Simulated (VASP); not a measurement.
# Si (Fd-3m) in VASP: further runs

Runs on Si. Level: PBEsol. Tasks: relaxation of cell and atoms, single point.

Everything below comes from runs of VASP 6.6.1. Logs are shortened: lines on timing, memory, paths and dates and some standing lists are left out, and cuts for length are marked.

### Step 1. The structure

Symmetry: Fd-3m, No. 227, cubic system. The conventional cell has a = 5.307 Å, b = 5.307 Å, c = 5.307 Å, α = 90.00°, β = 90.00°, γ = 90.00°. Around Si (site symmetry -43m) lie 4 Si at 2.30 Å.

### Step 2. Relaxation of cell and atoms, PBEsol, target pressure 7.75 GPa, at which the enthalpy is minimised

INCAR

```
SYSTEM = Si
  ALGO = Normal
  EDIFF = 1E-7
  EDIFFG = -0.002
  ENCUT = 600
  GGA = PS
  IBRION = 2
  ISIF = 3
  ISMEAR = 0
  LASPH = .True.
  LCHARG = .False.
  LREAL = .False.
  LWAVE = .False.
  NELM = 100
  NSW = 80
  PREC = Accurate
  PSTRESS = 77.5
  SIGMA = 0.01
```

KPOINTS

```
k-points
0
Gamma
  12 12 12
  0 0 0
```

POSCAR

```
Si
1.0
    0.0000000000      2.6535425719      2.6535425719
    2.6535425719      0.0000000000      2.6535425719
    2.6535425719      2.6535425719      0.0000000000
Si
2
Direct
    0.7500000000      0.7500000000      0.7500000000
    0.5000000000      0.5000000000      0.5000000000
```

Potentials or basis: VASP PAW PBE potentials, release 64 (Si).

Command:

```sh
cat potpaw_PBE.64/Si/POTCAR > POTCAR
mpirun -np 1 vasp_std > vasp.out
```

OUTCAR:

```text
SYSTEM = Si
   EDIFF = 1E-7
   EDIFFG = -0.002
   ENCUT = 600
   GGA = PS
   IBRION = 2
   ISIF = 3
   ISMEAR = 0
   LASPH = .True.
   LREAL = .False.
   NELM = 100
   NSW = 80
   PREC = Accurate
   PSTRESS = 77.5

 ion  position               nearest neighbor table
   1  0.750  0.750  0.750-   2 2.30   2 2.30   2 2.30   2 2.30
   2  0.500  0.500  0.500-   1 2.30   1 2.30   1 2.30   1 2.30

  LATTYP: Found a face centered cubic cell.
 ALAT       =     5.3070851438

  Lattice vectors:

 A1 = (   0.0000000000,   2.6535425719,   2.6535425719)
 A2 = (   2.6535425719,   0.0000000000,   2.6535425719)
 A3 = (   2.6535425719,   2.6535425719,   0.0000000000)

Analysis of symmetry for initial positions (statically):
=====================================================================
 Subroutine PRICEL returns:
 Original cell was already a primitive cell.

 Routine SETGRP: Setting up the symmetry group for a
 face centered cubic supercell.

 Subroutine GETGRP returns: Found 48 space group operations
 (whereof 24 operations were pure point group operations)
 out of a pool of 48 trial point group operations.

The static configuration has the point symmetry T_d .
 The point group associated with its full space group is O_h .

Analysis of symmetry for dynamics (positions and initial velocities):
=====================================================================
 Subroutine PRICEL returns:
 Original cell was already a primitive cell.

 Routine SETGRP: Setting up the symmetry group for a
 face centered cubic supercell.

 Subroutine GETGRP returns: Found 48 space group operations
 (whereof 24 operations were pure point group operations)
 out of a pool of 48 trial point group operations.

The dynamic configuration has the point symmetry T_d .
 The point group associated with its full space group is O_h .

 Subroutine INISYM returns: Found 48 space group operations
 (whereof 24 operations are pure point group operations),
 and found     1 'primitive' translations

----------------------------------------------------------------------------------------

                                     Primitive cell

  volume of cell :      37.3687

  direct lattice vectors                    reciprocal lattice vectors
     0.000000000  2.653542572  2.653542572    -0.188427352  0.188427352  0.188427352
     2.653542572  0.000000000  2.653542572     0.188427352 -0.188427352  0.188427352
     2.653542572  2.653542572  0.000000000     0.188427352  0.188427352 -0.188427352

  length of vectors
     3.752675894  3.752675894  3.752675894     0.326365747  0.326365747  0.326365747

  position of ions in fractional coordinates (direct lattice)
     0.750000000  0.750000000  0.750000000
     0.500000000  0.500000000  0.500000000

  ion indices of the primitive-cell ions
   primitive index   ion index
                 1           1
                 2           2

----------------------------------------------------------------------------------------

 KPOINTS: k-points

Automatic generation of k-mesh.
 Grid dimensions read from file:
 generate k-points for:   12   12   12

 Generating k-lattice:

  Cartesian coordinates                     Fractional coordinates (reciprocal lattice)
    -0.015702279  0.015702279  0.015702279     0.083333333  0.000000000  0.000000000
     0.015702279 -0.015702279  0.015702279     0.000000000  0.083333333  0.000000000
     0.015702279  0.015702279 -0.015702279     0.000000000  0.000000000  0.083333333

  Length of vectors
     0.027197146  0.027197146  0.027197146

  Shift w.r.t. Gamma in fractional coordinates (k-lattice)
     0.000000000  0.000000000  0.000000000

 Subroutine IBZKPT returns following result:
 ===========================================

 Found     72 irreducible k-points:

 Following reciprocal coordinates:
            Coordinates               Weight
  0.000000  0.000000  0.000000      1.000000
  0.083333  0.000000  0.000000      8.000000
  0.166667  0.000000  0.000000      8.000000
  0.250000  0.000000  0.000000      8.000000
  0.333333  0.000000  0.000000      8.000000
  0.416667  0.000000  0.000000      8.000000
[... 16 lines left out ...]
  0.500000  0.166667  0.000000     24.000000
 -0.416667  0.166667  0.000000     24.000000
 [... further k-points ...]
   k-points           NKPTS =     72   k-points in BZ     NKDIM =     72   number of bands    NBANDS=      8
   number of dos      NEDOS =    301   number of ions     NIONS =      2
   total plane-waves  NPLWV =  27000
   dimension x,y,z NGX =    30 NGY =   30 NGZ =   30
   dimension x,y,z NGXF=    60 NGYF=   60 NGZF=   60
   ions per type =               2
   NGX,Y,Z   is equivalent  to a cutoff of  13.29, 13.29, 13.29 a.u.
   NGXF,Y,Z  is equivalent  to a cutoff of  26.58, 26.58, 26.58 a.u.
 SYSTEM =  Si
   PREC   = accura    normal or accurate (medium, high low for compatibility)
   ISTART =      0    job   : 0-new  1-cont  2-samecut
   ICHARG =      2    charge: 1-file 2-atom 10-const
   ISPIN  =      1    spin polarized calculation?
   LNONCOLLINEAR =      F non collinear calculations
   LSORBIT =      F    spin-orbit coupling
   LASPH  =      T    aspherical Exc in radial PAW
   ENCUT  =  600.0 eV  44.10 Ry    6.64 a.u.   7.50  7.50  7.50*2*pi/ulx,y,z
   NELM   =    100;   NELMIN=  2; NELMDL= -5     # of ELM steps
   EDIFF  = 0.1E-06   stopping-criterion for ELM
   LREAL  =      F    real-space projection
   EDIFFG = -.2E-02   stopping-criterion for IOM
   NSW    =     80    number of steps for IOM
   IBRION =      2    ionic relax: 0-MD 1-quasi-New 2-CG
   NFREE  =      1    steps in history (QN), initial steepest desc. (CG)
   ISIF   =      3    stress and relaxation
   ISYM   =      2    0-nonsym 1-usesym 2-fastsym
   POTIM  = 0.5000    time-step for ionic-motion
   TEBEG  =    0.0;   TEEND  =   0.0 temperature during run
   PSTRESS=   77.5 pullay stress
   NELECT =       8.0000    total number of electrons
   NUPDOWN=      -1.0000    fix difference up-down
   EMIN   =  10.00;   EMAX   =-10.00  energy-range for DOS
   EFERMI =   0.00;   METHOD = LEGACY
   ISMEAR =     0;   SIGMA  =   0.01  broadening in eV -4-tet -1-fermi 0-gaus
   EFERMI_NEDOS =   21; number of points for ismear=-14 and -15
   IALGO  =     38    algorithm
   IMIX   =      4    mixing-type and parameters
     AMIX     =   0.40;   BMIX     =  1.00
     AMIX_MAG =   1.60;   BMIX_MAG =  1.00
  volume/ion in A,a.u.               =      18.68       126.09
  Fermi-wavevector in a.u.,A,eV,Ry     =   0.979344  1.850693 13.049557  0.959115
  Thomas-Fermi vector in A             =   2.110190
   LORBIT       =      0    0 simple, 1 ext, 2 COOP (PROOUT), +10 PAW based schemes
   GGA     = PS    functional components
   LHFCALC =     F    Hartree Fock is set to
   AEXX    =    0.0000 exact exchange contribution
   IVDW    =     0    specifies the selected vdW correction
   LEPSILON=     F    determine dielectric tensor
   LRPA    =     F    only Hartree local field effects (RPA)
 conjugate gradient relaxation of ions
 non-spin polarized calculation
 Gauss-broadening in eV      SIGMA  =   0.01
  energy-cutoff  :      600.00
  volume of cell :       37.37
 maximum number of plane-waves:      1283
 NGX is ok and might be reduce to    30
   NGX = 15   NGY = 15   NGZ = 15

--------------------------------------- Ionic step        1  -------------------------------------------

 number of electron       7.9999999 magnetization

 Free energy of the ion-electron system (eV)
  ---------------------------------------------------
  ext. energy  EPLUGINS =         0.00000000
  ---------------------------------------------------
  free energy    TOTEN  =       -11.42919593 eV

  energy without entropy =      -11.42919593  energy(sigma->0) =      -11.42919593

------------------------ aborting loop because EDIFF is reached ----------------------------------------

  FORCE on cell =-STRESS in cart. coord.  units (eV):
  Direction    XX          YY          ZZ          XY          YZ          ZX
  --------------------------------------------------------------------------------------
  -------------------------------------------------------------------------------------
  Total        1.8276246      1.8276246      1.8276246      0.0000000      0.0000000     -0.0000000
  in kB       78.3590917     78.3590917     78.3590917      0.0000000      0.0000000     -0.0000000
  external PRESSURE =       0.8590917 kB  Pullay stress =      77.5000000 kB

 VOLUME and BASIS-vectors are now :
 -----------------------------------------------------------------------------
  energy-cutoff  :      600.00
  volume of cell :       37.37
      direct lattice vectors                 reciprocal lattice vectors
     0.000000000  2.653542572  2.653542572    -0.188427352  0.188427352  0.188427352
     2.653542572  0.000000000  2.653542572     0.188427352 -0.188427352  0.188427352
     2.653542572  2.653542572  0.000000000     0.188427352  0.188427352 -0.188427352
[... 46 lines left out ...]
  FREE ENERGIE OF THE ION-ELECTRON SYSTEM (eV)
  ---------------------------------------------------
  free  energy   TOTEN  =       -11.4318155852 eV

  energy  without entropy=      -11.4318155852  energy(sigma->0) =      -11.43181559

  enthalpy is  TOTEN    =        -9.6216060124 eV   P V=        1.8102095728

--------------------------------------- Ionic step        3  -------------------------------------------

 number of electron       7.9999999 magnetization

 Free energy of the ion-electron system (eV)
  ---------------------------------------------------
  ext. energy  EPLUGINS =         0.00000000
  ---------------------------------------------------
  free energy    TOTEN  =       -11.43037812 eV

  energy without entropy =      -11.43037812  energy(sigma->0) =      -11.43037812

 E-fermi :   6.6194     XC(G=0):  -9.8182

 val. band max:        6.5050748474   @ k =   0.0000   0.0000   0.0000
 cond. band min:       6.8320562026   @ k =   0.4167   0.4167   0.0000
 fundamental gap:      0.3269813552
 Fermi energy:         6.6193559706

 k-point     1 :       0.0000    0.0000    0.0000
  band No.  band energies     occupation
      1      -5.9720      2.00000
      2       6.5051      2.00000
      3       6.5051      2.00000
      4       6.5051      2.00000
      5       9.0467      0.00000
      6       9.0467      0.00000
      7       9.0467      0.00000
      8      10.6280      0.00000

 k-point     2 :       0.0833    0.0000    0.0000
  band No.  band energies     occupation
      1      -5.8752      2.00000
      2       5.6282      2.00000
      3       6.3483      2.00000
      4       6.3483      2.00000
      5       9.1761      0.00000
      6       9.2764      0.00000
      7       9.2764      0.00000
      8      11.1995      0.00000
[... 221 lines left out ...]
 k-point    23 :       0.5000    0.1667    0.0000
  band No.  band energies     occupation
      1      -3.2873      2.00000
      2      -0.4104      2.00000
      3       3.5577      2.00000
      4       4.6032      2.00000
      5       8.4441      0.00000
      6      10.7417      0.00000
      7      11.1203      0.00000
      8      13.0471      0.00000

 k-point    24 :      -0.4167    0.1667    0.0000
  band No.  band energies     occupation
      1      -3.1566      2.00000
      2      -0.5900      2.00000
      3       3.3217      2.00000
      4       4.8050      2.00000
      5       8.6225      0.00000
      6      10.6725      0.00000
      7      10.8769      0.00000
      8      14.6717      0.00000

 [... further k-points ...]

------------------------ aborting loop because EDIFF is reached ----------------------------------------

  FORCE on cell =-STRESS in cart. coord.  units (eV):
  Direction    XX          YY          ZZ          XY          YZ          ZX
  --------------------------------------------------------------------------------------
  -------------------------------------------------------------------------------------
  Total        1.8098838      1.8098838      1.8098838      0.0000000     -0.0000000      0.0000000
  in kB       77.5480086     77.5480086     77.5480086      0.0000000     -0.0000000      0.0000000
  external PRESSURE =       0.0480086 kB  Pullay stress =      77.5000000 kB

 VOLUME and BASIS-vectors are now :
 -----------------------------------------------------------------------------
  energy-cutoff  :      600.00
  volume of cell :       37.39
      direct lattice vectors                 reciprocal lattice vectors
    -0.000000000  2.654117902  2.654117902    -0.188386507  0.188386507  0.188386507
     2.654117902  0.000000000  2.654117902     0.188386507 -0.188386507  0.188386507
     2.654117902  2.654117902 -0.000000000     0.188386507  0.188386507 -0.188386507

 POSITION                                       TOTAL-FORCE (eV/Angst)
 -----------------------------------------------------------------------------------
      3.98118      3.98118      3.98118         0.000000      0.000000      0.000000
      2.65412      2.65412      2.65412        -0.000000     -0.000000     -0.000000
 -----------------------------------------------------------------------------------
    total drift:                                0.000000     -0.000000     -0.000000

  FREE ENERGIE OF THE ION-ELECTRON SYSTEM (eV)
  ---------------------------------------------------
  free  energy   TOTEN  =       -11.4303781154 eV

  energy  without entropy=      -11.4303781154  energy(sigma->0) =      -11.43037812

  enthalpy is  TOTEN    =        -9.6216147640 eV   P V=        1.8087633514

 reached required accuracy - stopping structural energy minimisation
```

Run time: 26 s. Hardware: 1 thread of Intel Xeon Platinum 8488C (Sapphire Rapids), shared host; peak memory 0.16 GiB.

What came out:

```
Free energy                                            : -11.4304 eV
Relaxed volume                                         : 18.70 Å³/atom
Relaxed cell                                           : a = 3.753 Å, b = 3.753 Å, c = 3.753 Å, α = 60.00°, β = 60.00°, γ = 60.00°
Space group after relaxing (to 0.05 Å)                 : Fd-3m (No. 227)
Energy change on relaxing (the enthalpy is what falls) : -0.6 meV/atom
Ionic steps                                            : 3
Pressure after relaxing                                : 7.8 GPa
Band gap on the k mesh                                 : 0.33 eV, indirect (least direct gap 2.54 eV)
```

Step by step:
```csv
step,energy change (eV),largest force (eV/Å),pressure (GPa),volume (Å³)
1,0.0000,0.0000,7.84,37.37
2,-0.0026,0.0000,7.66,37.42
3,-0.0012,0.0000,7.75,37.39
```

Final structure:
```cif
data_structure
_symmetry_space_group_name_H-M 'P 1'
_symmetry_Int_Tables_number 1
_cell_length_a 3.7535
_cell_length_b 3.7535
_cell_length_c 3.7535
_cell_angle_alpha 60.000
_cell_angle_beta 60.000
_cell_angle_gamma 60.000
_cell_volume 37.39
loop_
_atom_site_label
_atom_site_type_symbol
_atom_site_fract_x
_atom_site_fract_y
_atom_site_fract_z
_atom_site_occupancy
Si1 Si 0.75000 0.75000 0.75000 1
Si2 Si 0.50000 0.50000 0.50000 1
```

Levels at points of the mesh, in eV from the valence-band top:
| k point | band 1 | band 2 | band 3 | band 4 | band 5 | band 6 | band 7 | band 8 |
| --- | --- | --- | --- | --- | --- | --- | --- | --- |
| (0.00, 0.00, 0.00) | -12.48 | 0.00 | 0.00 | 0.00 | 2.54 | 2.54 | 2.54 | 4.12 |
| (0.50, 0.00, 0.00) | -9.95 | -7.35 | -1.26 | -1.26 | 1.71 | 3.23 | 3.23 | 7.60 |
| (0.50, 0.50, 0.00) | -8.06 | -8.06 | -3.06 | -3.06 | 0.45 | 0.45 | 10.66 | 10.66 |

Caveat: the cell is relaxed towards a set pressure, so the enthalpy falls and the energy may rise; the PAW data sets were made with another functional, which shifts forces and pressure a little. A k mesh can miss the band edges.

### Step 3. Single point, PBEsol

INCAR

```
PREC     = Accurate       # precision mode
ENCUT    = 520            # plane-wave cutoff, eV
EDIFF    = 1E-6           # SCF threshold, eV
ISMEAR   = 0              # smearing method
SIGMA    = 0.02           # smearing width, eV
LREAL    = False          # projectors in reciprocal space
LASPH    = True           # aspherical terms in the spheres
NELM     = 80             # most SCF steps
ALGO     = Normal         # electronic algorithm
ISIF     = 2              # what is computed and relaxed
LWAVE    = False          # write WAVECAR
LCHARG   = False          # write CHGCAR
GGA      = PS             # functional
NBANDS   = 11             # bands
```

KPOINTS

```
regular mesh
0
Gamma
  12 12 12
```

POSCAR

```
Si
1.0
    0.0000000000      2.7168139080      2.7168139080
    2.7168139080      0.0000000000      2.7168139080
    2.7168139080      2.7168139080      0.0000000000
Si
2
Direct
    0.7500000000      0.7500000000      0.7500000000
    0.5000000000      0.5000000000      0.5000000000
```

Potentials or basis: VASP PAW PBE potentials, release 64 (Si).

Command:

```sh
cat potpaw_PBE.64/Si/POTCAR > POTCAR
mpirun -np 1 vasp_std > vasp.out
```

It took 14 s on 1 thread of Intel Xeon 6975P-C (Granite Rapids), shared host; peak memory 0.16 GiB.

Results (log left out):

```yaml
Free_energy: -11.4932 eV
Pressure: 0.1 GPa
Band_gap_on_the_k_mesh: 0.46 eV, indirect (least direct gap 2.52 eV)
```

Levels at points of the mesh, in eV from the valence-band top:
```
           k point  band 1  band 2  band 3  band 4  band 5  band 6  band 7  band 8  band 9
(0.00, 0.00, 0.00)  -11.98    0.00    0.00    0.00    2.52    2.52    2.52    3.31    7.69
(0.50, 0.00, 0.00)   -9.63   -7.01   -1.20   -1.20    1.46    3.27    3.27    7.51   10.51
(0.50, 0.50, 0.00)   -7.82   -7.82   -2.87   -2.87    0.59    0.59   10.05   10.05   10.93
```

Caveat: the PAW data sets were made with another functional, which shifts forces and pressure a little. A k mesh can miss the band edges.
